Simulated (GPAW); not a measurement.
# SiC (Moissanite) (P6_3mc) in GPAW: notebook

One crystal, SiC (Moissanite), is run at these levels: PBE, PBEsol; tasks: single point, electron localisation function.

All numbers are computed with GPAW 26.7.0; they aren't measurements. Logs are shortened: lines on timing, memory, paths and dates and some standing lists are left out, and cuts for length are marked. The log counts tension as positive stress, the text compression.

**1. Starting point**

The structure is hexagonal, space group P6_3mc (No. 186). The conventional cell has a = 3.076 Å, b = 3.076 Å, c = 5.048 Å, α = 90.00°, β = 90.00°, γ = 120.00°. Around Si (site symmetry 3m) lie 4 C at 1.87 to 1.94 Å. C (site symmetry 3m) is surrounded by 4 Si at 1.87 to 1.94 Å.

**2. Single point, PBE**

Input file run.py:

```python
from ase import Atoms
from ase.dft.bandgap import bandgap
from ase.io import write
from ase.units import GPa
from gpaw import GPAW, PW

atoms = Atoms(['Si', 'Si', 'C', 'C'],
              cell=[[3.076, 0.0, 0.0],
                    [-1.538, 2.663894142, 0.0],
                    [0.0, 0.0, 5.048]],
              scaled_positions=[[0.6666666667, 0.3333333333, 0.5],
                                [0.3333333333, 0.6666666667, 0.0],
                                [0.6666666667, 0.3333333333, 0.885],
                                [0.3333333333, 0.6666666667, 0.385]],
              pbc=True)

calc = GPAW(mode=PW(650),
            xc='PBE',
            kpts={'size': (8, 8, 4), 'gamma': True},
            occupations={'name': 'fermi-dirac', 'width': 0.05},
            nbands=18,
            convergence={'density': 1e-05, 'energy': 1e-05},
            maxiter=80,
            txt='gpaw.txt')
atoms.calc = calc
energy = atoms.get_potential_energy()
forces = atoms.get_forces()
stress = atoms.get_stress()
calc.write('gs.gpw')
write('result.traj', atoms)
print(f'Energy: {energy:.6f} eV')
print('Forces (eV/A):')
print(forces.round(4))
print('Stress (GPa):', (stress / GPa).round(3))
print('Fermi level:', round(calc.get_fermi_level(), 4), 'eV')
print(f'Gap: {bandgap(calc)[0]:.4f} eV, direct: {bandgap(calc, direct=True)[0]:.4f} eV')
```

Potentials or basis: GPAW PAW data sets (gpaw-data 1.2.1), pw.

The run is started by

```console
$ OMP_NUM_THREADS=1 python run.py
```

gpaw.txt:

```text
__  _  _
 | _ |_)|_||  |
 |__||  | ||/\| - 26.7.0

Input parameters:
  mode=PW(ecut=650.0),
  convergence={'density': 1e-05, 'energy': 1e-05},
  kpts=MonkhorstPack(size=(8, 8, 4), gamma=True),
  maxiter=80,
  nbands=18,
  occupations=Occupations(name='fermi-dirac', width=0.05),
  xc=XC(name='PBE')

Diagonalizing LCAO Hamiltonian
Converting LCAO to pw mode

           C

           Si
        C

        Si

Atoms  # Å, Bohr magnetons
|   | symbol |         x |        y |        z |    initial magnetic moments |
|---|--------|-----------|----------|----------|-----------------------------|
| 0 |     Si |  1.538000 | 0.887965 | 2.524000 | ( 0.0000,  0.0000,  0.0000) |
| 1 |     Si | -0.000000 | 1.775929 | 0.000000 | ( 0.0000,  0.0000,  0.0000) |
| 2 |      C |  1.538000 | 0.887965 | 4.467480 | ( 0.0000,  0.0000,  0.0000) |
| 3 |      C | -0.000000 | 1.775929 | 1.943480 | ( 0.0000,  0.0000,  0.0000) |

Unit cell  # Å
| periodic |         x |        y |        z |  lengths |     angles |
|----------|-----------|----------|----------|----------|------------|
|      yes |  3.076000 | 0.000000 | 0.000000 | 3.076000 |  90.000000 |
|      yes | -1.538000 | 2.663894 | 0.000000 | 3.076000 |  90.000000 |
|      yes |  0.000000 | 0.000000 | 5.048000 | 5.048000 | 120.000000 |

Number of symmetries: 6
Symmetry operations  # r_c * U_cc + t_c -> r_c
|   | kind |            matrix            |
|---|------|------------------------------|
| 0 |  σ   |  1, 1, 0,  0,-1, 0,  0, 0, 1 |
| 1 |  E   |  1, 0, 0,  0, 1, 0,  0, 0, 1 |
| 2 |  C3  |  0, 1, 0, -1,-1, 0,  0, 0, 1 |
| 3 |  σ   |  0,-1, 0, -1, 0, 0,  0, 0, 1 |
| 4 |  σ   | -1, 0, 0,  1, 1, 0,  0, 0, 1 |
| 5 |  C3  | -1,-1, 0,  1, 0, 0,  0, 0, 1 |

BZ-sampling:
  Number of BZ points: 256
  Number of IBZ points: 35

  Monkhorst-Pack size: [8, 8, 4]
  Monkhorst-Pack shift: [0.0625, 0.0625, 0.125]

K-points  # in reciprocal-cell coordinates
|     |                                coordinates |     weight |
|-----|--------------------------------------------|------------|
|   0 | (  0.00000000,   0.00000000,   0.00000000) | 0.00390625 |
|   1 | (  0.00000000,   0.00000000,   0.25000000) | 0.00781250 |
|   2 | (  0.00000000,   0.00000000,   0.50000000) | 0.00390625 |
|   3 | (  0.12500000,   0.00000000,  -0.25000000) | 0.02343750 |
|   4 | (  0.12500000,   0.00000000,   0.00000000) | 0.02343750 |
|   5 | (  0.12500000,   0.00000000,   0.25000000) | 0.02343750 |
|   6 | (  0.12500000,   0.00000000,   0.50000000) | 0.02343750 |
|   7 | (  0.25000000,  -0.12500000,   0.00000000) | 0.02343750 |
|   8 | (  0.25000000,  -0.12500000,   0.25000000) | 0.04687500 |
|   9 | (  0.25000000,  -0.12500000,   0.50000000) | 0.02343750 |
| ... |                                            |            |
|  34 | (  0.50000000,   0.50000000,   0.50000000) | 0.01171875 |

Plane wave coefficients: 1578
Cutoff: 650.0 eV

Spin-components: 1 (collinear spins)
Bands:           18
Projectors:      20
Spin-degeneracy: 2
Datatype:        complex128

Density:
  Valence electrons: 16.0
  Components: 1
  Grid points: [20 20 30]
  Charge: 0.0  # |e|

Potential:
  Grid points: [20 20 30]

species:
  Si:
    name:    Silicon
    Z:       14.0
    valence: 4
    core:    10
    charge:  0.0  # [|e|]
    compensation charges:
      type: gauss
      rc: 0.33  # [Å]
      lmax: 2
    cutoffs:
      filter: 1.86  # [Å]
      core: 2.06  # [Å]
    projectors
    | kind |    occ | energy [eV] | rcut [Å] |
    |------|--------|-------------|----------|
    |   3s |  2.000 |     -10.812 |    1.058 |
    |   3p |  2.000 |      -4.081 |    1.058 |
    |    s |        |      16.399 |    1.058 |
    |    p |        |      23.130 |    1.058 |
    |    d |        |       0.000 |    1.058 |

    Using partial waves for Si as LCAO basis

  C:
    name:    Carbon
    Z:       6.0
    valence: 4
    core:    2
    charge:  0.0  # [|e|]
    compensation charges:
      type: gauss
      rc: 0.20  # [Å]
      lmax: 2
    cutoffs:
      filter: 1.14  # [Å]
      core: 1.14  # [Å]
    projectors
    | kind |    occ | energy [eV] | rcut [Å] |
    |------|--------|-------------|----------|
    |   2s |  2.000 |     -13.751 |    0.635 |
    |   2p |  2.000 |      -5.284 |    0.635 |
    |    s |        |      13.461 |    0.635 |
    |    p |        |      21.927 |    0.635 |
    |    d |        |       0.000 |    0.635 |

    Using partial waves for C as LCAO basis

Reference energy: -17827.944731  # eV

eigensolver:
  PPCG
  Converge bands: occupied
  niter=2

density mixing:
  MSR1-Mixer
  Pratt-step length: 0.05
  Maximum mixing coefficient: 0.75
  Old densities: 10
  SVD Regularization: 0.005
  Good broyden scale: 1.0
  Trust region scale: 1.0
  Backstep threshold: 4.0
  History deletion threshold: 6.0
  Fourier metric: weight=20.0, sigma=0.015

occupation numbers:
  Fermi-Dirac:
    width: 0.0500  # eV

poisson solver:
  ecut: 5200.0  # eV

xc functional:
  name: PBE with 2 nearest neighbor stencil

convergence criteria:
- Maximum integral of absolute [dens]ity change: 1e-05 electrons / valence electron
- Maximum [total energy] change in last 3 cyles: 1e-05 eV / valence electron
- Maximum integral of absolute [eigenst]ate change: 4e-08 eV^2 / valence electron
maximum number of iterations: 80

SCF iterations
|iter     | |      energy | eigst |  dens |
|---------|-|-------------|-------|-------|
|iter:   1| |  -33.157118 | -0.14 |       |
|iter:   2| |  -32.403547 | -2.20 | -0.56 |
|iter:   3| |  -29.876940 | -0.81 | -0.61 |
|iter:   4| |  -29.887675 | -2.79 | -1.31 |
|iter:   5| |  -29.894180 | -3.43 | -1.68 |
|iter:   6| |  -29.894311 | -5.31 | -2.67 |
|iter:   7| |  -29.894319c| -6.61 | -3.29 |
|iter:   8| |  -29.894320c| -8.10c| -4.13 |
|iter:   9| |  -29.894320c| -7.83c| -4.63 |
|iter:  10| |  -29.894320c| -8.71c| -5.28c|

Converged in 10 steps
Energy contributions relative to reference atoms: (reference = -17827.944731)

Energy contributions:
  Kinetic:          32.715770
  Coulomb:         -27.416246
  Zero:             -0.032222
  External:          0.000000
  Xc:              -35.161622
  Entropy:          -0.000000
  Spinorbit:         0.000000
  ----------------------------
  Free energy:     -29.894320
  Extrapolated:    -29.894320

dipole moment: (0.000001, -0.000004, -8.924760)  # |e|*Ang

Fermi level: 9.992
Eigenvalues  # (at kpt = [0.000, 0.000, 0.000])
| band index |      eig [eV] | occ [0-2] |
|------------|---------------|-----------|
|          0 |        -7.183 |     2.000 |
|          1 |        -3.678 |     2.000 |
|          2 |        -0.152 |     2.000 |
|          3 |         6.992 |     2.000 |
|          4 |         6.992 |     2.000 |
|          5 |         8.277 |     2.000 |
|          6 |         8.277 |     2.000 |
|          7 |         8.553 |     2.000 |
|          8 |        13.177 |     0.000 |
|          9 |        14.598 |     0.000 |
|         10 |        15.046 |     0.000 |
|         11 |        15.046 |     0.000 |
|         12 |        16.104 |     0.000 |
|         13 |        17.245 |     0.000 |
|         14 |        17.246 |     0.000 |
|         15 |        19.921 |     0.000 |
|        ... |               |           |
|         17 |        19.926 |     0.000 |

Gap: 2.571 eV
Transition (v -> c):
  (s=0, k=0, n=7, [0.00, 0.00, 0.00]) -> (s=0, k=22, n=8, [0.38, 0.38, 0.00])
Direct/indirect transitions are different
Direct gap: 4.070 eV
Transition at: (s=0, k=32, n=7, [0.50, 0.50, 0.00])

Forces  # eV/Ang
|        x |       y |        z |
|----------|---------|----------|
|  0.00000 | 0.00000 |  0.76847 |  # Si   0
| -0.00000 | 0.00000 |  0.76852 |  # Si   1
|  0.00000 | 0.00000 | -0.76853 |  # C    2
| -0.00000 | 0.00000 | -0.76854 |  # C    3

Stress tensor  # eV/Ang^3
|         x |         y |         z |
|-----------|-----------|-----------|
| -0.042667 |  0.000000 |  0.000000 |
|  0.000000 | -0.042667 | -0.000000 |
|  0.000000 | -0.000000 | -0.010598 |

# Writing to gs.gpw (mode='')
```

Wall time 19 s (1 thread of Arm Neoverse V1, shared host); peak memory 0.16 GiB.

What came out:

```yaml
Free_energy: -29.8943 eV
Pressure: 5.1 GPa
Largest_force: 0.769 eV/Å
Band_gap_on_the_k_mesh: 2.57 eV, indirect (least direct gap 4.07 eV)
```

Forces in eV/Å, atoms in the order of the input:
```
Si   0.000  0.000  0.768
Si   0.000  0.000  0.769
C    0.000  0.000 -0.769
C    0.000  0.000 -0.769
```

Caveat: the cutoff is short for stress and forces, so pressures can be off by a GPa or more.

**3. Electron localisation function, PBEsol**

Input file run.py:

```python
from ase.dft.bandgap import bandgap
from ase.io import read, write
from ase.units import Bohr, GPa
from gpaw import GPAW, PW, setup_paths
from gpaw.elf import elf_from_dft_calculation

setup_paths.insert(0, '.')

atoms = read('SiC.cif')

calc = GPAW(mode=PW(680),
            xc='PBEsol',
            kpts={'size': (5, 5, 3), 'gamma': True},
            occupations={'name': 'fermi-dirac', 'width': 0.01},
            nbands=18,
            convergence={'density': 1e-05, 'energy': 1e-05},
            maxiter=150,
            txt='gpaw.txt')
atoms.calc = calc
energy = atoms.get_potential_energy()
forces = atoms.get_forces()
stress = atoms.get_stress()
calc.write('gs.gpw')
write('result.traj', atoms)
print(f'Energy: {energy:.6f} eV')
print('Forces (eV/A):')
print(forces.round(4))
print('Stress (GPa):', (stress / GPa).round(3))
print('Fermi level:', round(calc.get_fermi_level(), 4), 'eV')
print(f'Gap: {bandgap(calc)[0]:.4f} eV, direct: {bandgap(calc, direct=True)[0]:.4f} eV')

# fields on the real-space grid
write('density.cube', atoms, data=calc.get_pseudo_density() * Bohr**3)
write('potential.cube', atoms, data=calc.get_electrostatic_potential())
write('elf.cube', atoms, data=elf_from_dft_calculation(calc).data)
```

Input file SiC.cif:

```cif
data_SiC
_cell_length_a 3.07600000
_cell_length_b 3.07600000
_cell_length_c 5.04800000
_cell_angle_alpha 90.00000000
_cell_angle_beta 90.00000000
_cell_angle_gamma 120.00000000
_space_group_name_H-M_alt 'P6_3mc'
_space_group_name_Hall 'P 6c -2c'
_space_group_IT_number 186
loop_
_space_group_symop_operation_xyz
'x,y,z'
'x-y,x,z+1/2'
'-y,x-y,z'
'-x,-y,z+1/2'
'-x+y,-x,z'
'y,-x+y,z+1/2'
'y,x,z+1/2'
'x,x-y,z'
'x-y,-y,z+1/2'
'-y,-x,z'
'-x,-x+y,z+1/2'
'-x+y,y,z'
loop_
_atom_site_label
_atom_site_type_symbol
_atom_site_symmetry_multiplicity
_atom_site_Wyckoff_symbol
_atom_site_fract_x
_atom_site_fract_y
_atom_site_fract_z
_atom_site_occupancy
Si1 Si 2 b 0.6666666667 0.3333333333 0.5000000000 1
C1 C 2 b 0.6666666667 0.3333333333 0.8850000000 1
```

Potentials or basis: PAW data sets generated in the run's folder for this functional, pw.

The run is started by

```console
$ gpaw-setup -f PBEsol C Si
$ OMP_NUM_THREADS=1 python run.py
```

gpaw.txt:

```text
__  _  _
 | _ |_)|_||  |
 |__||  | ||/\| - 26.7.0

Input parameters:
  mode=PW(ecut=680.0),
  convergence={'density': 1e-05, 'energy': 1e-05},
  kpts=MonkhorstPack(size=(5, 5, 3), gamma=True),
  maxiter=150,
  nbands=18,
  occupations=Occupations(name='fermi-dirac', width=0.01),
  xc=XC(name='PBEsol')

Diagonalizing LCAO Hamiltonian
Converting LCAO to pw mode

           C

           Si
        C

        Si

Atoms  # Å, Bohr magnetons
|   | symbol |        x |        y |        z |    initial magnetic moments |
|---|--------|----------|----------|----------|-----------------------------|
| 0 |     Si | 1.538000 | 0.887965 | 2.524000 | ( 0.0000,  0.0000,  0.0000) |
| 1 |     Si | 0.000000 | 1.775929 | 0.000000 | ( 0.0000,  0.0000,  0.0000) |
| 2 |      C | 1.538000 | 0.887965 | 4.467480 | ( 0.0000,  0.0000,  0.0000) |
| 3 |      C | 0.000000 | 1.775929 | 1.943480 | ( 0.0000,  0.0000,  0.0000) |

Unit cell  # Å
| periodic |         x |        y |        z |  lengths |     angles |
|----------|-----------|----------|----------|----------|------------|
|      yes |  3.076000 | 0.000000 | 0.000000 | 3.076000 |  90.000000 |
|      yes | -1.538000 | 2.663894 | 0.000000 | 3.076000 |  90.000000 |
|      yes |  0.000000 | 0.000000 | 5.048000 | 5.048000 | 120.000000 |

Number of symmetries: 6
Symmetry operations  # r_c * U_cc + t_c -> r_c
|   | kind |            matrix            |
|---|------|------------------------------|
| 0 |  σ   |  1, 1, 0,  0,-1, 0,  0, 0, 1 |
| 1 |  E   |  1, 0, 0,  0, 1, 0,  0, 0, 1 |
| 2 |  C3  |  0, 1, 0, -1,-1, 0,  0, 0, 1 |
| 3 |  σ   |  0,-1, 0, -1, 0, 0,  0, 0, 1 |
| 4 |  σ   | -1, 0, 0,  1, 1, 0,  0, 0, 1 |
| 5 |  C3  | -1,-1, 0,  1, 0, 0,  0, 0, 1 |

BZ-sampling:
  Number of BZ points: 75
  Number of IBZ points: 12

  Monkhorst-Pack size: [5, 5, 3]
  Monkhorst-Pack shift: [0, 0, 0]

K-points  # in reciprocal-cell coordinates
|     |                                coordinates |     weight |
|-----|--------------------------------------------|------------|
|   0 | (  0.00000000,   0.00000000,   0.00000000) | 0.01333333 |
|   1 | (  0.00000000,   0.00000000,   0.33333333) | 0.02666667 |
|   2 | (  0.20000000,   0.00000000,  -0.33333333) | 0.08000000 |
|   3 | (  0.20000000,   0.00000000,   0.00000000) | 0.08000000 |
|   4 | (  0.20000000,   0.00000000,   0.33333333) | 0.08000000 |
|   5 | (  0.40000000,  -0.20000000,   0.00000000) | 0.08000000 |
|   6 | (  0.40000000,  -0.20000000,   0.33333333) | 0.16000000 |
|   7 | (  0.40000000,   0.00000000,  -0.33333333) | 0.08000000 |
|   8 | (  0.40000000,   0.00000000,   0.00000000) | 0.08000000 |
|   9 | (  0.40000000,   0.00000000,   0.33333333) | 0.08000000 |
[... 68 lines left out ...]
    |   2p |  2.000 |      -5.232 |    0.635 |
    |    s |        |      13.563 |    0.635 |
    |    p |        |      21.979 |    0.635 |
    |    d |        |       0.000 |    0.635 |

    Using partial waves for C as LCAO basis

Reference energy: -17789.317351  # eV

eigensolver:
  PPCG
  Converge bands: occupied
  niter=2

density mixing:
  MSR1-Mixer
  Pratt-step length: 0.05
  Maximum mixing coefficient: 0.75
  Old densities: 10
  SVD Regularization: 0.005
  Good broyden scale: 1.0
  Trust region scale: 1.0
  Backstep threshold: 4.0
  History deletion threshold: 6.0
  Fourier metric: weight=20.0, sigma=0.015

occupation numbers:
  Fermi-Dirac:
    width: 0.0100  # eV

poisson solver:
  ecut: 5440.0  # eV

xc functional:
  name: PBEsol with 2 nearest neighbor stencil

convergence criteria:
- Maximum integral of absolute [dens]ity change: 1e-05 electrons / valence electron
- Maximum [total energy] change in last 3 cyles: 1e-05 eV / valence electron
- Maximum integral of absolute [eigenst]ate change: 4e-08 eV^2 / valence electron
maximum number of iterations: 150

SCF iterations
|iter     | |      energy | eigst |  dens |
|---------|-|-------------|-------|-------|
|iter:   1| |  -34.916863 | -0.14 |       |
|iter:   2| |  -34.176057 | -2.21 | -0.57 |
|iter:   3| |  -31.623173 | -0.82 | -0.61 |
|iter:   4| |  -31.620130 | -2.82 | -1.33 |
|iter:   5| |  -31.623313 | -3.54 | -1.72 |
|iter:   6| |  -31.623433 | -5.42 | -2.67 |
|iter:   7| |  -31.623439c| -6.76 | -3.38 |
|iter:   8| |  -31.623439c| -8.24c| -4.21 |
|iter:   9| |  -31.623439c| -8.29c| -4.91 |
|iter:  10| |  -31.623439c| -9.09c| -5.52c|

Converged in 10 steps
Energy contributions relative to reference atoms: (reference = -17789.317351)

Energy contributions:
  Kinetic:          33.267925
  Coulomb:         -27.995876
  Zero:             -0.029107
  External:          0.000000
  Xc:              -36.866382
  Entropy:          -0.000000
  Spinorbit:         0.000000
  ----------------------------
  Free energy:     -31.623439
  Extrapolated:    -31.623439

dipole moment: (-0.000001, -0.000002, -8.917347)  # |e|*Ang

Fermi level: 10.048
Eigenvalues  # (at kpt = [0.000, 0.000, 0.000])
| band index |      eig [eV] | occ [0-2] |
|------------|---------------|-----------|
|          0 |        -7.256 |     2.000 |
|          1 |        -3.714 |     2.000 |
|          2 |        -0.272 |     2.000 |
|          3 |         6.936 |     2.000 |
|          4 |         6.936 |     2.000 |
|          5 |         8.228 |     2.000 |
[... 8 lines left out ...]
|         14 |        17.128 |     0.000 |
|         15 |        19.757 |     0.000 |
|        ... |               |           |
|         17 |        19.789 |     0.000 |

Gap: 2.680 eV
Transition (v -> c):
  (s=0, k=0, n=7, [0.00, 0.00, 0.00]) -> (s=0, k=8, n=8, [0.40, 0.00, 0.00])
Direct/indirect transitions are different
Direct gap: 4.064 eV
Transition at: (s=0, k=8, n=7, [0.40, 0.00, 0.00])

Forces  # eV/Ang
|        x |        y |        z |
|----------|----------|----------|
|  0.00000 |  0.00000 |  0.74830 |  # Si   0
| -0.00000 | -0.00000 |  0.74827 |  # Si   1
| -0.00000 |  0.00000 | -0.74823 |  # C    2
| -0.00000 | -0.00000 | -0.74821 |  # C    3

Stress tensor  # eV/Ang^3
|         x |         y |         z |
|-----------|-----------|-----------|
| -0.020931 |  0.000000 |  0.000000 |
|  0.000000 | -0.020931 | -0.000000 |
|  0.000000 | -0.000000 |  0.012034 |

# Writing to gs.gpw (mode='')
```

Wall time 9.5 s (1 thread of Arm Neoverse V1, shared host); peak memory 0.15 GiB.

Results:

| Item | Value |
| --- | --- |
| Free energy | -31.6234 eV |
| Pressure | 1.6 GPa |
| Largest force | 0.748 eV/Å |
| Band gap on the k mesh | 2.68 eV, indirect (least direct gap 4.06 eV) |

Forces in eV/Å, atoms in the order of the input:
```
Si   0.000  0.000  0.748
Si   0.000  0.000  0.748
C    0.000  0.000 -0.748
C    0.000  0.000 -0.748
```

Levels at points of the mesh, in eV from the valence-band top:
```
           k point  band 5  band 6  band 7  band 8  band 9  band 10  band 11  band 12
(0.00, 0.00, 0.00)   -1.56   -0.27   -0.27    0.00    4.56     5.99     6.41     6.41
```

Caveat: the k mesh is coarse (spacing up to 0.47 Å⁻¹), so the values aren't converged; the cutoff is short for stress and forces, so pressures can be off by a GPa or more; an odd mesh through Γ misses points on the zone boundary, where band edges often lie.
